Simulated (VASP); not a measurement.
# Ce (Im-3m) in VASP: notebook

Runs on Ce. Level: PBE. Tasks: single point.

All numbers are computed with VASP 6.6.1; they aren't measurements. Logs are shortened: lines on timing, memory, paths and dates and some standing lists are left out, and cuts for length are marked.

### Step 1. Starting point

It takes space group Im-3m (No. 229, cubic). The conventional cell has a = 3.887 Å, b = 3.887 Å, c = 3.887 Å, α = 90.00°, β = 90.00°, γ = 90.00°. Around Ce (site symmetry m-3m) lie 8 Ce at 3.37 Å.

This isn't the form of Ce at room conditions, which is fcc.

### Step 2. Single point, PBE, collinear spin, ferromagnetic start

Input file INCAR:

```
PREC     = Accurate       # precision mode
ENCUT    = 300            # plane-wave cutoff, eV
EDIFF    = 1E-6           # SCF threshold, eV
ISMEAR   = 0              # smearing method
SIGMA    = 0.2            # smearing width, eV
LREAL    = F              # projectors in reciprocal space
LASPH    = T              # aspherical terms in the spheres
NELM     = 100            # most SCF steps
ALGO     = Normal         # electronic algorithm
ISIF     = 2              # what is computed and relaxed
LWAVE    = F              # write WAVECAR
LCHARG   = F              # write CHGCAR
ISPIN    = 2              # spin polarisation
MAGMOM   = 1              # initial moments
LORBIT   = 11             # projections on sites
LMAXMIX  = 6              # l up to which the mixer works
GGA      = PE             # functional
NBANDS   = 16             # bands
ADDGRID  = F
```

Input file KPOINTS:

```
regular mesh
0
Gamma
  9 9 9
```

Input file POSCAR:

```
Ce
1.0
   -1.9824590000      1.9831840000      1.9962140000
    1.9307920000     -1.9490850000      1.9104480000
    1.9370660000      1.9036920000     -1.9621150000
Ce
1
Direct
   -0.0084250000     -0.0182580000     -0.0014360000
```

Potentials or basis: VASP PAW PBE potentials, release 64 (Ce).

On the command line:

```bash
cat potpaw_PBE.64/Ce/POTCAR > POTCAR
mpirun -np 1 vasp_std > vasp.out
```

OUTCAR:

```text
PREC = Accurate
   ENCUT = 300
   EDIFF = 1E-6
   ISMEAR = 0
   LREAL = F
   LASPH = T
   NELM = 100
   ISIF = 2
   ISPIN = 2
   LORBIT = 11
   GGA = PE

 Found    365 irreducible k-points:

 Following reciprocal coordinates:
            Coordinates               Weight
  0.000000  0.000000  0.000000      1.000000
  0.111111  0.000000 -0.000000      2.000000
  0.222222  0.000000  0.000000      2.000000
  0.333333  0.000000 -0.000000      2.000000
  0.444444  0.000000  0.000000      2.000000
  0.000000  0.111111  0.000000      2.000000
   k-points           NKPTS =    365   k-points in BZ     NKDIM =    365   number of bands    NBANDS=     16
   number of dos      NEDOS =    301   number of ions     NIONS =      1
   total plane-waves  NPLWV =   8000
   dimension x,y,z NGX =    20 NGY =   20 NGZ =   20
   dimension x,y,z NGXF=    40 NGYF=   40 NGZF=   40
   ions per type =               1
   NGX,Y,Z   is equivalent  to a cutoff of   9.66,  9.95,  9.92 a.u.
   NGXF,Y,Z  is equivalent  to a cutoff of  19.32, 19.89, 19.85 a.u.
 SYSTEM =  unknown system
   PREC   = accura    normal or accurate (medium, high low for compatibility)
   ISTART =      0    job   : 0-new  1-cont  2-samecut
   ICHARG =      2    charge: 1-file 2-atom 10-const
   ISPIN  =      2    spin polarized calculation?
   LNONCOLLINEAR =      F non collinear calculations
   LSORBIT =      F    spin-orbit coupling
   LASPH  =      T    aspherical Exc in radial PAW
   ENCUT  =  300.0 eV  22.05 Ry    4.70 a.u.   4.86  4.72  4.73*2*pi/ulx,y,z
   NELM   =    100;   NELMIN=  2; NELMDL= -5     # of ELM steps
   EDIFF  = 0.1E-05   stopping-criterion for ELM
   LREAL  =      F    real-space projection
   EDIFFG = 0.1E-04   stopping-criterion for IOM
   NSW    =      0    number of steps for IOM
   IBRION =     -1    ionic relax: 0-MD 1-quasi-New 2-CG
   NFREE  =      0    steps in history (QN), initial steepest desc. (CG)
   ISIF   =      2    stress and relaxation
   ISYM   =      2    0-nonsym 1-usesym 2-fastsym
   POTIM  = 0.5000    time-step for ionic-motion
   TEBEG  =    0.0;   TEEND  =   0.0 temperature during run
   PSTRESS=    0.0 pullay stress
   NELECT =      12.0000    total number of electrons
   NUPDOWN=      -1.0000    fix difference up-down
   EMIN   =  10.00;   EMAX   =-10.00  energy-range for DOS
   EFERMI =   0.00;   METHOD = LEGACY
   ISMEAR =     0;   SIGMA  =   0.20  broadening in eV -4-tet -1-fermi 0-gaus
   EFERMI_NEDOS =   21; number of points for ismear=-14 and -15
   IALGO  =     38    algorithm
   IMIX   =      4    mixing-type and parameters
     AMIX     =   0.40;   BMIX     =  1.00
     AMIX_MAG =   1.60;   BMIX_MAG =  1.00
  volume/ion in A,a.u.               =      29.35       198.10
  Fermi-wavevector in a.u.,A,eV,Ry     =   1.214998  2.296014 20.085205  1.476221
  Thomas-Fermi vector in A             =   2.350400
   LORBIT       =     11    0 simple, 1 ext, 2 COOP (PROOUT), +10 PAW based schemes
   GGA     = PE    functional components
   LHFCALC =     F    Hartree Fock is set to
   AEXX    =    0.0000 exact exchange contribution
   IVDW    =     0    specifies the selected vdW correction
   LEPSILON=     F    determine dielectric tensor
   LRPA    =     F    only Hartree local field effects (RPA)
 spin polarized calculation
 Gauss-broadening in eV      SIGMA  =   0.20
  energy-cutoff  :      300.00
  volume of cell :       29.35
 maximum number of plane-waves:       361
   NGX =  9   NGY =  9   NGZ =  9

 number of electron      12.0000000 magnetization       0.8489897

 Free energy of the ion-electron system (eV)
  ---------------------------------------------------
  ext. energy  EPLUGINS =         0.00000000
  ---------------------------------------------------
  free energy    TOTEN  =        -5.74268633 eV

  energy without entropy =       -5.63985283  energy(sigma->0) =       -5.69126958

 E-fermi :   8.2617     XC(G=0): -10.7828

 val. band max:        8.2615206894   @ k =  -0.2222   0.2222  -0.0000
 cond. band min:       8.2622013561   @ k =  -0.2222  -0.4444   0.2222
 fundamental gap:      0.0006806667
 Fermi energy:         8.2617426777

 spin component 1

 k-point     1 :       0.0000    0.0000    0.0000
  band No.  band energies     occupation
      1     -26.5119      1.00000
      2      -8.1494      1.00000
      3      -8.0467      1.00000
      4      -8.0259      1.00000
      5       5.0561      1.00000
      6       8.2122      0.63695
[... 8 lines left out ...]
     15      10.1944      0.00000
     16      12.6283      0.00000
[... 77 lines left out ...]
 k-point     6 :       0.0000    0.1111    0.0000
  band No.  band energies     occupation
      1     -26.4656      1.00000
      2      -8.3384      1.00000
      3      -8.1998      1.00000
      4      -8.0904      1.00000
      5       5.5521      1.00000
      6       8.1276      0.82858
[... 8 lines left out ...]
     15      10.4742      0.00000
     16      12.2550      0.00000

 [... further k-points ...]

 spin component 2

 k-point     1 :       0.0000    0.0000    0.0000
  band No.  band energies     occupation
      1     -26.1876      1.00000
      2      -7.8619      1.00000
      3      -7.7523      1.00000
      4      -7.7295      1.00000
      5       5.3686      1.00000
      6       8.6866      0.00133
[... 8 lines left out ...]
     15      10.4958      0.00000
     16      12.8068      0.00000
[... 77 lines left out ...]
 k-point     6 :       0.0000    0.1111    0.0000
  band No.  band energies     occupation
      1     -26.1411      1.00000
      2      -8.0418      1.00000
      3      -7.9109      1.00000
      4      -7.7968      1.00000
      5       5.8632      1.00000
      6       8.5841      0.01132
[... 8 lines left out ...]
     15      10.8030      0.00000
     16      12.4585      0.00000

 [... further k-points ...]

------------------------ aborting loop because EDIFF is reached ----------------------------------------

  FORCE on cell =-STRESS in cart. coord.  units (eV):
  Direction    XX          YY          ZZ          XY          YZ          ZX
  --------------------------------------------------------------------------------------
  -------------------------------------------------------------------------------------
  Total       -0.2912431     -0.2104067     -0.1337678      0.0565429     -0.0454692      0.0664070
  in kB      -15.8959862    -11.4839541     -7.3010165      3.0860990     -2.4816982      3.6244794
  external PRESSURE =     -11.5603189 kB  Pullay stress =       0.0000000 kB

 VOLUME and BASIS-vectors are now :
 -----------------------------------------------------------------------------
  energy-cutoff  :      300.00
  volume of cell :       29.35
      direct lattice vectors                 reciprocal lattice vectors
    -1.982459000  1.983184000  1.996214000     0.006384800  0.255123769  0.253830615
     1.930792000 -1.949085000  1.910448000     0.262015728  0.000784005  0.259431410
     1.937066000  1.903692000 -1.962115000     0.261612011  0.260320847  0.001187722

 POSITION                                       TOTAL-FORCE (eV/Angst)
 -----------------------------------------------------------------------------------
      1.86407      1.95394      1.89567        -0.000000      0.000000     -0.000000
 -----------------------------------------------------------------------------------
    total drift:                               -0.000000      0.000002     -0.000004

  FREE ENERGIE OF THE ION-ELECTRON SYSTEM (eV)
  ---------------------------------------------------
  free  energy   TOTEN  =        -5.7426863307 eV

  energy  without entropy=       -5.6398528307  energy(sigma->0) =       -5.69126958

 total charge

# of ion       s       p       d       f       tot
--------------------------------------------------
    1        2.058   5.590   1.150   0.990   9.788

 magnetization (x)

# of ion       s       p       d       f       tot
--------------------------------------------------
    1        0.004   0.005   0.124   0.549   0.682
```

OSZICAR:

```text
N       E                     dE             d eps       ncg     rms          rms(c)
DAV:   1     0.670038967064E+02    0.67004E+02   -0.33157E+03 24320   0.578E+02
DAV:   2    -0.213081827252E+01   -0.69135E+02   -0.60858E+02 28960   0.129E+02
DAV:   3    -0.608604354901E+01   -0.39552E+01   -0.38741E+01 26240   0.402E+01
[... 11 lines left out ...]
DAV:  15    -0.574240176056E+01   -0.41676E-03   -0.13051E-03 33664   0.253E-01    0.103E-01
DAV:  16    -0.574207519096E+01    0.32657E-03   -0.15165E-03 28152   0.332E-01    0.138E-01
DAV:  17    -0.574258540732E+01   -0.51022E-03   -0.13550E-03 28792   0.326E-01    0.671E-02
DAV:  18    -0.574265330499E+01   -0.67898E-04   -0.37974E-05 29648   0.437E-02    0.510E-02
DAV:  19    -0.574268590384E+01   -0.32599E-04   -0.31233E-05 29224   0.483E-02    0.686E-03
DAV:  20    -0.574268633074E+01   -0.42689E-06   -0.72097E-06 31752   0.201E-02
   1 F= -.57426863E+01 E0= -.56912696E+01  d E =-.102834E+00  mag=     0.8532
```

stdout:

```text
POSCAR found type information on POSCAR Ce
 POSCAR found :  1 types and       1 ions
 scaLAPACK will be used
 LDA part: xc-table for (Slater+PW92), standard interpolation
 POSCAR, INCAR and KPOINTS ok, starting setup
 FFT: planning ... GRIDC
 FFT: planning ... GRID_SOFT
 FFT: planning ... GRID
 WAVECAR not read
 entering main loop
```

Run time: 98 s. Hardware: 1 thread of Intel Xeon 6975P-C (Granite Rapids), shared host; peak memory 0.25 GiB.

The run converged, but some of its settings lie outside the range that counts as converged, so its numbers aren't taken as properties of the crystal.

Results:

- Free energy: -5.7427 eV
- Band gap on the k mesh: none (metal or under the smearing width)
- Net moment: 0.85 μB per cell
- Site moments: Ce +0.68 μB
- Valence electrons inside the program's atomic spheres: Ce 9.79

Caveat: the cutoff is under 1.25 times the usual one of these potentials, so pressure, stress and relaxed cells hold a basis-set (Pulay) error; the magnetic or orbital state may not be the lowest; spin-orbit coupling is left out, which moves the levels of the heavy elements.

### Step 3. Single point, PBE, collinear spin, ferromagnetic start

This run uses another cell than the first one, of the same volume but with other edges.

Changes to INCAR since step 2:

```diff
@@ -1,3 +1,3 @@
 PREC     = Accurate       # precision mode
-ENCUT    = 300            # plane-wave cutoff, eV
+ENCUT    = 250            # plane-wave cutoff, eV
 EDIFF    = 1E-6           # SCF threshold, eV
```

Input file KPOINTS:

```
regular mesh
0
Gamma
  10 10 10
```

Input file POSCAR:

```
Ce
1.0
   -1.9432985503      1.9432985503      1.9432985503
    1.9432985503     -1.9432985503      1.9432985503
    1.9432985503      1.9432985503     -1.9432985503
Ce
1
Direct
    0.0000000000      0.0000000000      0.0000000000
```

Potentials or basis: VASP PAW PBE potentials, release 64 (Ce).

On the command line:

```bash
cat potpaw_PBE.64/Ce/POTCAR > POTCAR
mpirun -np 1 vasp_std > vasp.out
```

OUTCAR:

```text
PREC = Accurate
   ENCUT = 250
   EDIFF = 1E-6
   ISMEAR = 0
   LREAL = F
   LASPH = T
   NELM = 100
   ISIF = 2
   ISPIN = 2
   LORBIT = 11
   GGA = PE

 Found     47 irreducible k-points:

 Following reciprocal coordinates:
            Coordinates               Weight
  0.000000  0.000000  0.000000      1.000000
  0.100000  0.000000  0.000000     12.000000
  0.200000  0.000000  0.000000     12.000000
  0.300000  0.000000  0.000000     12.000000
  0.400000  0.000000  0.000000     12.000000
  0.500000  0.000000  0.000000      6.000000
   k-points           NKPTS =     47   k-points in BZ     NKDIM =     47   number of bands    NBANDS=     16
[... 316 lines left out ...]
  Total       -0.7523755     -0.7523755     -0.7523755      0.0000000     -0.0000000     -0.0000000
  in kB      -41.0645122    -41.0645122    -41.0645122      0.0000000     -0.0000000     -0.0000000
  external PRESSURE =     -41.0645122 kB  Pullay stress =       0.0000000 kB

 VOLUME and BASIS-vectors are now :
 -----------------------------------------------------------------------------
  energy-cutoff  :      250.00
  volume of cell :       29.35
      direct lattice vectors                 reciprocal lattice vectors
    -1.943298550  1.943298550  1.943298550     0.000000000  0.257294485  0.257294485
     1.943298550 -1.943298550  1.943298550     0.257294485  0.000000000  0.257294485
     1.943298550  1.943298550 -1.943298550     0.257294485  0.257294485  0.000000000

 POSITION                                       TOTAL-FORCE (eV/Angst)
 -----------------------------------------------------------------------------------
      0.00000      0.00000      0.00000         0.000000      0.000000      0.000000
 -----------------------------------------------------------------------------------
    total drift:                                0.000000      0.000000      0.000000

  FREE ENERGIE OF THE ION-ELECTRON SYSTEM (eV)
  ---------------------------------------------------
  free  energy   TOTEN  =        -5.7328182042 eV

  energy  without entropy=       -5.6302016430  energy(sigma->0) =       -5.68150992

 total charge

# of ion       s       p       d       f       tot
--------------------------------------------------
    1        2.037   5.614   1.144   0.996   9.791

 magnetization (x)

# of ion       s       p       d       f       tot
--------------------------------------------------
    1        0.004   0.008   0.157   0.592   0.762
```

OSZICAR:

```text
N       E                     dE             d eps       ncg     rms          rms(c)
DAV:   1     0.614746377778E+02    0.61475E+02   -0.28542E+03  3120   0.472E+02
DAV:   2    -0.282822384433E+01   -0.64303E+02   -0.57239E+02  3736   0.121E+02
[... 11 lines left out ...]
DAV:  14    -0.573172326953E+01   -0.22803E-02   -0.31453E-03  3488   0.449E-01    0.250E-01
DAV:  15    -0.573133316157E+01    0.39011E-03   -0.42389E-03  3784   0.486E-01    0.251E-01
DAV:  16    -0.573096687147E+01    0.36629E-03   -0.51881E-03  3432   0.605E-01    0.219E-01
DAV:  17    -0.573233673366E+01   -0.13699E-02   -0.43512E-03  3512   0.544E-01    0.138E-01
DAV:  18    -0.573279616324E+01   -0.45943E-03   -0.22504E-04  3960   0.123E-01    0.360E-02
DAV:  19    -0.573281888409E+01   -0.22721E-04   -0.19429E-05  4312   0.335E-02    0.566E-03
DAV:  20    -0.573281820425E+01    0.67984E-06   -0.54880E-06  3496   0.150E-02
   1 F= -.57328182E+01 E0= -.56815099E+01  d E =-.102617E+00  mag=     0.9775
```

Wall time 14 s (1 thread of Intel Xeon 6975P-C (Granite Rapids), shared host); peak memory 0.14 GiB.

The run converged, but a check on its numbers failed (symmetry, net force, bounds or a known fault of this set-up), so they aren't taken as properties of the crystal.

Caveat: the cutoff lies under the usual one of these potentials, so the numbers hold a large basis-set error; the magnetic or orbital state may not be the lowest; spin-orbit coupling is left out, which moves the levels of the heavy elements.

### Step 4. Single point, PBE, collinear spin, ferromagnetic start

INCAR is that of step 3.

KPOINTS is that of step 3.

Input file POSCAR:

```
Ce
1.0
   -1.9824590000      1.9831840000      1.9962140000
    1.9307920000     -1.9490850000      1.9104480000
    1.9370660000      1.9036920000     -1.9621150000
Ce
1
Direct
   -0.0084250000     -0.0182580000     -0.0014360000
```

On the command line:

```bash
cat potpaw_PBE.64/Ce/POTCAR > POTCAR
mpirun -np 1 vasp_std > vasp.out
```

Run time: 3.1 min. Hardware: 1 thread of Intel Xeon 6975P-C (Granite Rapids), shared host; peak memory 0.26 GiB.

The run converged, but a check on its numbers failed (symmetry, net force, bounds or a known fault of this set-up), so they aren't taken as properties of the crystal.

Caveat: the cutoff lies under the usual one of these potentials, so the numbers hold a large basis-set error; the magnetic or orbital state may not be the lowest; spin-orbit coupling is left out, which moves the levels of the heavy elements.

### Step 5. Single point, PBE, collinear spin, ferromagnetic start

This run uses another cell than the first one, of the same volume but with other edges.

Changes to INCAR since step 4:

```diff
@@ -1,3 +1,3 @@
 PREC     = Accurate       # precision mode
-ENCUT    = 250            # plane-wave cutoff, eV
+ENCUT    = 700            # plane-wave cutoff, eV
 EDIFF    = 1E-6           # SCF threshold, eV
```

Input file KPOINTS:

```
regular mesh
0
Gamma
  6 6 6
```

Input file POSCAR:

```
Ce
1.0
   -1.9432985503      1.9432985503      1.9432985503
    1.9432985503     -1.9432985503      1.9432985503
    1.9432985503      1.9432985503     -1.9432985503
Ce
1
Direct
    0.0000000000      0.0000000000      0.0000000000
```

On the command line:

```bash
cat potpaw_PBE.64/Ce/POTCAR > POTCAR
mpirun -np 1 vasp_std > vasp.out
```

Run time: 22 s. Hardware: 1 thread of Intel Xeon 6975P-C (Granite Rapids), shared host; peak memory 0.21 GiB.

The run converged, but some of its settings lie outside the range that counts as converged, so its numbers aren't taken as properties of the crystal.

Results:

* Free energy: -5.7224 eV
* Pressure: 0.5 GPa
* Band gap on the k mesh: none (metal or under the smearing width)
* Net moment: 1.46 μB per cell
* Site moments: Ce +1.08 μB
* Valence electrons inside the program's atomic spheres: Ce 9.82

Caveat: the k mesh is coarse (spacing up to 0.38 Å⁻¹), so the values aren't converged; the magnetic or orbital state may not be the lowest; spin-orbit coupling is left out, which moves the levels of the heavy elements.

### Step 6. Single point, PBE, collinear spin, ferromagnetic start

INCAR is that of step 5.

KPOINTS is that of step 5.

Input file POSCAR:

```
Ce
1.0
   -1.9824590000      1.9831840000      1.9962140000
    1.9307920000     -1.9490850000      1.9104480000
    1.9370660000      1.9036920000     -1.9621150000
Ce
1
Direct
   -0.0084250000     -0.0182580000     -0.0014360000
```

Potentials or basis: VASP PAW PBE potentials, release 64 (Ce).

On the command line:

```bash
cat potpaw_PBE.64/Ce/POTCAR > POTCAR
mpirun -np 1 vasp_std > vasp.out
```

Run time: 1.7 min. Hardware: 1 thread of Intel Xeon 6975P-C (Granite Rapids), shared host; peak memory 0.3 GiB.

The run converged, but some of its settings lie outside the range that counts as converged, so its numbers aren't taken as properties of the crystal.

What came out:

| Item | Value |
| --- | --- |
| Free energy | -5.7207 eV |
| Pressure | 0.5 GPa |
| Band gap on the k mesh | none (metal or under the smearing width) |
| Net moment | 1.43 μB per cell |
| Site moments | Ce +1.06 μB |
| Valence electrons inside the program's atomic spheres | Ce 9.82 |

Caveat: the k mesh is coarse (spacing up to 0.39 Å⁻¹), so the values aren't converged; the magnetic or orbital state may not be the lowest; spin-orbit coupling is left out, which moves the levels of the heavy elements.

### Step 7. For comparison

An earlier run on the cell as given: functional PBE; potentials or basis VASP PAW PBE potentials, release 64 (Ce); cutoff 520 eV; k mesh 10 × 10 × 10; occupations fermi-dirac, width 0.05 eV; collinear spin, ferromagnetic start; starting moments [1.0] μB.

- Pressure: -0.8 GPa
- Band gap on the k mesh: none (metal or under the smearing width)
- Net moment: 1.00 μB per cell
- Site moments: Ce +0.79 μB
- Valence electrons inside the program's atomic spheres: Ce 9.81
